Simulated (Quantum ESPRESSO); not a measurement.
## MgO2 under changes of volume

One of the cells (9.382 Å³/atom); the others are scaled copies at fixed shape and fractional positions:

```
Mg O
1.0
     4.82861    0.00000    0.00000
     0.00000    4.82861    0.00000
     0.00000    0.00000    4.82861
Mg O
4 8
Direct
  0.00000 0.00000 0.00000
  0.50000 0.00000 0.50000
  0.50000 0.50000 0.00000
  0.00000 0.50000 0.50000
  0.58942 0.91058 0.08942
  0.91058 0.08942 0.58942
  0.08942 0.58942 0.91058
  0.41058 0.41058 0.41058
  0.58942 0.58942 0.58942
  0.91058 0.41058 0.08942
  0.08942 0.91058 0.41058
  0.41058 0.08942 0.91058
```

The cell is a database's computed one.

| Quantity | Value |
| --- | --- |
| Program | Quantum ESPRESSO 7.5 |
| Functional | PBEsol |
| Dispersion | D3(BJ) |
| Potentials or basis | PseudoDojo 0.4.1 SR PBEsol standard |
| Cutoff | 1143 eV |
| Density cutoff | 4572 eV |
| k mesh | 5 × 5 × 5 |
| Occupations | fermi-dirac, width 0.05 eV |
| Spin | no spin polarisation |

```csv
volume (Å³/atom),energy over the lowest point (meV/atom),pressure (GPa),gap on the mesh (eV),largest force (eV/Å)
8.819,?,?,?,?
9.007,3.28,4.5,4.04,0.112
9.194,0.00,1.0,3.92,0.247
9.382,0.51,-2.0,3.80,0.374
9.569,4.43,-4.8,3.69,0.493
9.757,11.43,-7.3,3.58,0.604
9.945,21.27,-9.5,3.48,0.710
```

Task: What does the run at 8.819 Å³/atom give?

Result: Energy over the lowest point 10.78 meV/atom; pressure 8.2 GPa; gap on the mesh 4.17 eV; largest force 0.033 eV/Å.

Worked out: A Birch-Murnaghan fit of order 3 (a polynomial in V^(-2/3)) to the other rows has its minimum at 9.26 Å³/atom with B0 = V·E''(V) = 154 GPa and B' = 4.1 at fixed shape and positions, which overstates the stiffness. It gives 10.77 meV/atom at 8.819 Å³/atom, against the run's 10.78, and -dE/dV = 8.3 GPa, against 8.2. A straight line through the other rows of the gap, of slope -5.67 eV per unit of ln V, extrapolates to 4.16 eV, against the run's 4.17.

Energies are extrapolated to zero smearing.

Caveats: an odd mesh through Γ misses points on the zone boundary, where band edges often lie.
